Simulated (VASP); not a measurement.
# As (R-3m) in VASP: further runs

One crystal, As, is run at these levels: PBE; tasks: band structure, density of states.

Everything below comes from runs of VASP 6.6.1. Logs are shortened: lines on timing, memory, paths and dates and some standing lists are left out, and cuts for length are marked.

## 1. The crystal as given

The structure is trigonal, space group R-3m (No. 166). Conventional cell: a = 3.789 Å, b = 3.789 Å, c = 10.081 Å, α = 90.00°, β = 90.00°, γ = 120.00°. Around As (site symmetry 3m) lie 3 As at 2.54 Å.

## 2. Band structure, PBE, spin-orbit coupling, no magnetisation

INCAR

```
SYSTEM = As
PREC = Accurate ; ENCUT = 520
EDIFF = 1E-7 ; ISMEAR = 1
SIGMA = 0.1 ; LREAL = .False.
LASPH = .True. ; NELM = 80
ALGO = Fast ; ISIF = 2
LWAVE = .False. ; LCHARG = .False.
MAGMOM = 0 0 0 0 0 0 ; LORBIT = 11
LSORBIT = .True. ; GGA_COMPAT = .False.
GGA = PE ; KPAR = 4
```

KPOINTS

```
regular mesh
0
Gamma
  12 12 12
  0 0 0
```

POSCAR

```
As                                      
1.0
    1.8945082419      1.0937948434      3.3603531756
   -1.8945082419      1.0937948434      3.3603531756
    0.0000000000     -2.1875896869      3.3603531756
  As            
     2
Direct
     0.7693711040514970    0.7693711040514970    0.7693711040514970
     0.2306288959485031    0.2306288959485031    0.2306288959485031
```

KPOINTS_OPT

```
explicit points
258
Reciprocal
 0.0000000000  0.0000000000  0.0000000000 1
 0.0263157895  0.0000000000  0.0000000000 1
 0.0526315789  0.0000000000  0.0000000000 1
 0.0789473684  0.0000000000  0.0000000000 1
 0.1052631579  0.0000000000  0.0000000000 1
 0.1315789474  0.0000000000  0.0000000000 1
[... 250 lines left out ...]
 0.7892502200  0.3847371100  0.3847371100 1
 0.7501006000  0.3455874800  0.3455874800 1
```

Potentials or basis: VASP PAW PBE potentials, release 64 (As).

Run with:

```console
$ cat potpaw_PBE.64/As/POTCAR > POTCAR
$ mpirun -np 4 vasp_ncl > vasp.out
```

OUTCAR:

```text
SYSTEM = As
   PREC = Accurate
   ENCUT = 520
   EDIFF = 1E-7
   ISMEAR = 1
   LREAL = .False.
   LASPH = .True.
   NELM = 80
   ISIF = 2
   LORBIT = 11
   LSORBIT = .True.
   GGA = PE

 ion  position               nearest neighbor table
   1  0.769  0.769  0.769-   2 2.54   2 2.54   2 2.54
   2  0.231  0.231  0.231-   1 2.54   1 2.54   1 2.54

  LATTYP: Found a trigonal (rhomboedric) cell.
 ALAT       =     4.0096785536
 COS(alpha) =     0.5535180788

  Lattice vectors:

 A1 = (   1.8945082419,   1.0937948434,   3.3603531756)
 A2 = (  -1.8945082419,   1.0937948434,   3.3603531756)
 A3 = (   0.0000000000,  -2.1875896869,   3.3603531756)

Analysis of symmetry for initial positions (statically):
=====================================================================
 Subroutine PRICEL returns:
 Original cell was already a primitive cell.

 Routine SETGRP: Setting up the symmetry group for a
 trigonal (rhombohedral) supercell.

 Subroutine GETGRP returns: Found 12 space group operations
 (whereof 12 operations were pure point group operations)
 out of a pool of 12 trial point group operations.

The static configuration has the point symmetry D_3d.

Analysis of symmetry for dynamics (positions and initial velocities):
=====================================================================
 Subroutine PRICEL returns:
 Original cell was already a primitive cell.

 Routine SETGRP: Setting up the symmetry group for a
 trigonal (rhombohedral) supercell.

 Subroutine GETGRP returns: Found 12 space group operations
 (whereof 12 operations were pure point group operations)
 out of a pool of 12 trial point group operations.

The dynamic configuration has the point symmetry D_3d.

Analysis of structural, dynamic, and magnetic symmetry:
=====================================================================
 Subroutine PRICEL returns:
 Original cell was already a primitive cell.

 Routine SETGRP: Setting up the symmetry group for a
 trigonal (rhombohedral) supercell.

 Subroutine GETGRP returns: Found 12 space group operations
 (whereof 12 operations were pure point group operations)
 out of a pool of 12 trial point group operations.

The overall configuration has the point symmetry D_3d.

 Subroutine INISYM returns: Found 12 space group operations
 (whereof 12 operations are pure point group operations),
 and found     1 'primitive' translations

----------------------------------------------------------------------------------------

                                     Primitive cell

  volume of cell :      41.7800

  direct lattice vectors                    reciprocal lattice vectors
     1.894508242  1.093794843  3.360353176     0.263920731  0.152374705  0.099195923
    -1.894508242  1.093794843  3.360353176    -0.263920731  0.152374705  0.099195923
     0.000000000 -2.187589687  3.360353176     0.000000000 -0.304749410  0.099195923

  length of vectors
     4.009678554  4.009678554  4.009678554     0.320487182  0.320487182  0.320487182

  position of ions in fractional coordinates (direct lattice)
     0.769371104  0.769371104  0.769371104
     0.230628896  0.230628896  0.230628896

  ion indices of the primitive-cell ions
   primitive index   ion index
                 1           1
                 2           2

----------------------------------------------------------------------------------------

 KPOINTS: regular mesh

Automatic generation of k-mesh.
 Grid dimensions read from file:
 generate k-points for:   12   12   12

 Generating k-lattice:

  Cartesian coordinates                     Fractional coordinates (reciprocal lattice)
     0.021993394  0.012697892  0.008266327     0.083333333 -0.000000000  0.000000000
    -0.021993394  0.012697892  0.008266327    -0.000000000  0.083333333  0.000000000
     0.000000000 -0.025395784  0.008266327     0.000000000  0.000000000  0.083333333

  Length of vectors
     0.026707265  0.026707265  0.026707265

  Shift w.r.t. Gamma in fractional coordinates (k-lattice)
     0.000000000  0.000000000  0.000000000

 Subroutine IBZKPT returns following result:
 ===========================================

 Found    189 irreducible k-points:

 Following reciprocal coordinates:
            Coordinates               Weight
  0.000000  0.000000  0.000000      1.000000
  0.083333 -0.000000  0.000000      6.000000
  0.166667 -0.000000  0.000000      6.000000
  0.250000  0.000000 -0.000000      6.000000
  0.333333  0.000000  0.000000      6.000000
  0.416667  0.000000  0.000000      6.000000
[... 16 lines left out ...]
  0.500000  0.166667 -0.000000     12.000000
 -0.416667  0.166667  0.000000     12.000000
 [... further k-points ...]
   k-points           NKPTS =    189   k-points in BZ     NKDIM =    189   number of bands    NBANDS=     18
   number of dos      NEDOS =    301   number of ions     NIONS =      2
   total plane-waves  NPLWV =  27000
   dimension x,y,z NGX =    30 NGY =   30 NGZ =   30
   dimension x,y,z NGXF=    60 NGYF=   60 NGZF=   60
   ions per type =               2
   NGX,Y,Z   is equivalent  to a cutoff of  12.44, 12.44, 12.44 a.u.
   NGXF,Y,Z  is equivalent  to a cutoff of  24.88, 24.88, 24.88 a.u.
 SYSTEM =  As
   PREC   = accura    normal or accurate (medium, high low for compatibility)
   ISTART =      0    job   : 0-new  1-cont  2-samecut
   ICHARG =      2    charge: 1-file 2-atom 10-const
   ISPIN  =      1    spin polarized calculation?
   LNONCOLLINEAR =      T non collinear calculations
   LSORBIT =      T    spin-orbit coupling
   LASPH  =      T    aspherical Exc in radial PAW
   ENCUT  =  520.0 eV  38.22 Ry    6.18 a.u.   7.46  7.46  7.46*2*pi/ulx,y,z
   NELM   =     80;   NELMIN=  2; NELMDL= -5     # of ELM steps
   EDIFF  = 0.1E-06   stopping-criterion for ELM
   LREAL  =      F    real-space projection
   EDIFFG = 0.1E-05   stopping-criterion for IOM
   NSW    =      0    number of steps for IOM
   IBRION =     -1    ionic relax: 0-MD 1-quasi-New 2-CG
   NFREE  =      0    steps in history (QN), initial steepest desc. (CG)
   ISIF   =      2    stress and relaxation
   ISYM   =      2    0-nonsym 1-usesym 2-fastsym
   POTIM  = 0.5000    time-step for ionic-motion
   TEBEG  =    0.0;   TEEND  =   0.0 temperature during run
   PSTRESS=    0.0 pullay stress
   NELECT =      10.0000    total number of electrons
   NUPDOWN=      -1.0000    fix difference up-down
   EMIN   =  10.00;   EMAX   =-10.00  energy-range for DOS
   EFERMI =   0.00;   METHOD = LEGACY
   ISMEAR =     1;   SIGMA  =   0.10  broadening in eV -4-tet -1-fermi 0-gaus
   EFERMI_NEDOS =   21; number of points for ismear=-14 and -15
   IALGO  =     68    algorithm
   IMIX   =      4    mixing-type and parameters
     AMIX     =   0.40;   BMIX     =  1.00
     AMIX_MAG =   1.60;   BMIX_MAG =  1.00
  volume/ion in A,a.u.               =      20.89       140.97
  Fermi-wavevector in a.u.,A,eV,Ry     =   1.016448  1.920809 14.057094  1.033167
  Thomas-Fermi vector in A             =   2.149793
   LORBIT       =     11    0 simple, 1 ext, 2 COOP (PROOUT), +10 PAW based schemes
   GGA     = PE    functional components
   LHFCALC =     F    Hartree Fock is set to
   AEXX    =    0.0000 exact exchange contribution
   IVDW    =     0    specifies the selected vdW correction
   LEPSILON=     F    determine dielectric tensor
   LRPA    =     F    only Hartree local field effects (RPA)
 RMM-DIIS sequential band-by-band and
 Methfessel and Paxton  Order N= 1 SIGMA  =   0.10
  energy-cutoff  :      520.00
  volume of cell :       41.78
 maximum number of plane-waves:      2276
 NGX is ok and might be reduce to    30
   NGX = 15   NGY = 15   NGZ = 15

 number of electron      10.0000000 magnetization       0.0000000      0.0000000      0.0000000

 number of electron      10.0000000 magnetization      -0.0000000      0.0000000      0.0000000

 number of electron      10.0000000 magnetization      -0.0000000      0.0000000     -0.0000000

 Free energy of the ion-electron system (eV)
  ---------------------------------------------------
  ext. energy  EPLUGINS =         0.00000000
  ---------------------------------------------------
  free energy    TOTEN  =        -9.33723498 eV

  energy without entropy =       -9.33729001  energy(sigma->0) =       -9.33725332

 E-fermi :   5.7378     XC(G=0): -10.1308

 val. band max:        5.6269035128   @ k =   0.4167   0.3333   0.3333
 cond. band min:       5.7527224379   @ k =   0.4167   0.0833   0.0833
 fundamental gap:      0.1258189251
 Fermi energy:         5.7377900738

 k-point     1 :       0.0000    0.0000    0.0000
  band No.  band energies     occupation
      1      -9.3714      1.00000
      2      -9.3714      1.00000
      3       0.1763      1.00000
      4       0.1763      1.00000
      5       3.2816      1.00000
      6       3.2816      1.00000
[... 481 lines left out ...]
      5       1.1961      1.00000
      6       1.1961      1.00000
[... 10 lines left out ...]
     17      13.8288      0.00000
     18      13.8289      0.00000

 [... further k-points ...]
[... 5 lines left out ...]
  --------------------------------------------------------------------------------------
  -------------------------------------------------------------------------------------
  Total        0.8943398      0.8943398      0.9058613      0.0000000     -0.0000000      0.0000000
  in kB       34.2960872     34.2960872     34.7379150      0.0000000     -0.0000000      0.0000000
  external PRESSURE =      34.4433631 kB  Pullay stress =       0.0000000 kB

 VOLUME and BASIS-vectors are now :
 -----------------------------------------------------------------------------
  energy-cutoff  :      520.00
  volume of cell :       41.78
      direct lattice vectors                 reciprocal lattice vectors
     1.894508242  1.093794843  3.360353176     0.263920731  0.152374705  0.099195923
    -1.894508242  1.093794843  3.360353176    -0.263920731  0.152374705  0.099195923
     0.000000000 -2.187589687  3.360353176     0.000000000 -0.304749410  0.099195923

 POSITION                                       TOTAL-FORCE (eV/Angst)
 -----------------------------------------------------------------------------------
      0.00000     -0.00000      7.75608         0.000000      0.000000     -0.007049
      0.00000     -0.00000      2.32498         0.000000     -0.000000      0.007049
 -----------------------------------------------------------------------------------
    total drift:                               -0.000000     -0.000000      0.000000

  FREE ENERGIE OF THE ION-ELECTRON SYSTEM (eV)
  ---------------------------------------------------
  free  energy   TOTEN  =        -9.3372349822 eV

  energy  without entropy=       -9.3372900073  energy(sigma->0) =       -9.33725332

 Spin-Orbit-Coupling matrix elements

 Ion:    1  E_soc:     -0.0260273
 l=   1
     0.0000000    -0.0043827    -0.0042381
    -0.0043827     0.0000000    -0.0043827
    -0.0042381    -0.0043827     0.0000000
 l=   2
     0.0000000    -0.0000005     0.0000000    -0.0000005    -0.0000030
    -0.0000005     0.0000000    -0.0000024    -0.0000004    -0.0000005
     0.0000000    -0.0000024     0.0000000    -0.0000024     0.0000000
    -0.0000005    -0.0000004    -0.0000024     0.0000000    -0.0000005
    -0.0000030    -0.0000005     0.0000000    -0.0000005     0.0000000
 l=   3
     0.0000000     0.0000000     0.0000000     0.0000000     0.0000000     0.0000000     0.0000000
     0.0000000     0.0000000     0.0000000     0.0000000     0.0000000     0.0000000     0.0000000
     0.0000000     0.0000000     0.0000000     0.0000000     0.0000000     0.0000000     0.0000000
     0.0000000     0.0000000     0.0000000     0.0000000     0.0000000     0.0000000     0.0000000
     0.0000000     0.0000000     0.0000000     0.0000000     0.0000000     0.0000000     0.0000000
     0.0000000     0.0000000     0.0000000     0.0000000     0.0000000     0.0000000     0.0000000
     0.0000000     0.0000000     0.0000000     0.0000000     0.0000000     0.0000000     0.0000000

 Ion:    2  E_soc:     -0.0260273
 l=   1
     0.0000000    -0.0043827    -0.0042381
    -0.0043827     0.0000000    -0.0043827
    -0.0042381    -0.0043827     0.0000000
 l=   2
     0.0000000    -0.0000005     0.0000000    -0.0000005    -0.0000030
    -0.0000005     0.0000000    -0.0000024    -0.0000004    -0.0000005
     0.0000000    -0.0000024     0.0000000    -0.0000024     0.0000000
    -0.0000005    -0.0000004    -0.0000024     0.0000000    -0.0000005
    -0.0000030    -0.0000005     0.0000000    -0.0000005     0.0000000
 l=   3
     0.0000000     0.0000000     0.0000000     0.0000000     0.0000000     0.0000000     0.0000000
     0.0000000     0.0000000     0.0000000     0.0000000     0.0000000     0.0000000     0.0000000
     0.0000000     0.0000000     0.0000000     0.0000000     0.0000000     0.0000000     0.0000000
     0.0000000     0.0000000     0.0000000     0.0000000     0.0000000     0.0000000     0.0000000
     0.0000000     0.0000000     0.0000000     0.0000000     0.0000000     0.0000000     0.0000000
     0.0000000     0.0000000     0.0000000     0.0000000     0.0000000     0.0000000     0.0000000
     0.0000000     0.0000000     0.0000000     0.0000000     0.0000000     0.0000000     0.0000000

 total charge

# of ion       s       p       d       tot
------------------------------------------
    1        1.300   1.351   0.051   2.702
    2        1.300   1.351   0.051   2.702
--------------------------------------------------
tot          2.601   2.701   0.102   5.404

 magnetization (x)

# of ion       s       p       d       tot
------------------------------------------
    1        0.000  -0.000   0.000  -0.000
    2        0.000  -0.000   0.000  -0.000
--------------------------------------------------
tot          0.000  -0.000   0.000  -0.000

 magnetization (y)

# of ion       s       p       d       tot
------------------------------------------
    1        0.000   0.000   0.000   0.000
    2        0.000   0.000   0.000   0.000
--------------------------------------------------
tot          0.000   0.000   0.000   0.000

 magnetization (z)

# of ion       s       p       d       tot
------------------------------------------
    1        0.000   0.000   0.000   0.000
    2        0.000   0.000   0.000   0.000
--------------------------------------------------
tot          0.000   0.000   0.000   0.000
```

Run time: 78 s. Hardware: 4 MPI ranks of Intel Xeon 6975P-C (Granite Rapids), shared host; peak memory 0.52 GiB.

What came out:

* Free energy: -9.3372 eV
* Pressure: 3.4 GPa
* Largest force: 0.007 eV/Å
* Valence electrons inside the program's atomic spheres: As 2.70

Forces on the atoms (eV/Å):
```
As   0.000  0.000 -0.007
As   0.000  0.000  0.007
```

## 3. Density of states, PBE

POSCAR is that of step 2.

INCAR.step1

```
  PREC = Accurate
  ENCUT = 520
  EDIFF = 1E-7
  ISMEAR = 1
  SIGMA = 0.1
  LREAL = F
  LASPH = T
  NELM = 80
  ALGO = Fast
  ISIF = 2
  LWAVE = F
  LCHARG = T
  GGA = PE
  KPAR = 4
```

KPOINTS.step1

```
Automatic mesh
0
Gamma
  12 12 12
```

INCAR.step2

```
  PREC = Accurate
  ENCUT = 520
  EDIFF = 1E-7
  ISMEAR = -5
  SIGMA = 0.1
  LREAL = F
  LASPH = T
  NELM = 80
  ALGO = Fast
  ISIF = 2
  LWAVE = F
  LCHARG = F
  GGA = PE
  LORBIT = 11
  KPAR = 4
  NEDOS = 1001
  ICHARG = 11
```

KPOINTS.step2

```
Automatic mesh
0
Gamma
  18 18 18
```

Potentials or basis: VASP PAW PBE potentials, release 64 (As).

Run with:

```console
$ cat potpaw_PBE.64/As/POTCAR > POTCAR
$ cp INCAR.step1 INCAR
$ cp KPOINTS.step1 KPOINTS
$ mpirun -np 4 vasp_std > vasp.out
$ cp INCAR.step2 INCAR
$ cp KPOINTS.step2 KPOINTS
$ mpirun -np 4 vasp_std > vasp.out
```

It took 24 s on 4 MPI ranks of Intel Xeon 6975P-C (Granite Rapids), shared host; peak memory 0.32 GiB.

Results (log left out):

```yaml
Valence_electrons_inside_the_program's_atomic_spheres: As 2.70
```

Levels at points of the mesh, in eV from the Fermi level:
```csv
k point,band 3,band 4,band 5,band 6,band 7,band 8
"(0.00, 0.00, 0.00)",-2.36,-2.07,-2.07,2.16,3.15,3.15
"(0.50, 0.00, 0.00)",-2.54,-2.35,-0.29,-0.28,0.29,0.88
"(0.50, 0.50, 0.00)",-6.33,-4.35,-4.28,1.64,5.72,6.71
"(0.50, 0.50, 0.50)",-1.70,-1.70,-0.64,0.36,0.36,1.55
```

States per cell in windows of 1 eV (zero at the Fermi level; states under -8 eV left out):
```
from (eV)  total  As1_p  As2_p  As1_s  As2_s  As1_d  As2_d
     -8.0   0.13   0.00   0.00   0.04   0.04   0.00   0.00
     -7.0   0.32   0.05   0.05   0.02   0.02   0.00   0.00
     -6.0   0.73   0.14   0.14   0.01   0.01   0.00   0.00
     -5.0   1.13   0.23   0.23   0.02   0.02   0.01   0.01
     -4.0   1.26   0.27   0.27   0.02   0.02   0.01   0.01
     -3.0   1.30   0.29   0.29   0.03   0.03   0.01   0.01
     -2.0   0.91   0.20   0.20   0.03   0.03   0.01   0.01
     -1.0   0.42   0.09   0.09   0.02   0.02   0.00   0.00
      0.0   0.73   0.14   0.14   0.03   0.03   0.01   0.01
      1.0   1.22   0.25   0.25   0.04   0.04   0.02   0.02
      2.0   1.35   0.27   0.27   0.03   0.03   0.04   0.04
      3.0   1.09   0.25   0.25   0.02   0.02   0.03   0.03
      4.0   0.89   0.21   0.21   0.01   0.01   0.03   0.03
      5.0   1.22   0.21   0.21   0.01   0.01   0.06   0.06
      6.0   1.10   0.19   0.19   0.01   0.01   0.05   0.05
      7.0   0.34   0.05   0.05   0.00   0.00   0.02   0.02
```

Caveat: tetrahedron occupations give inexact forces and stress in metals.
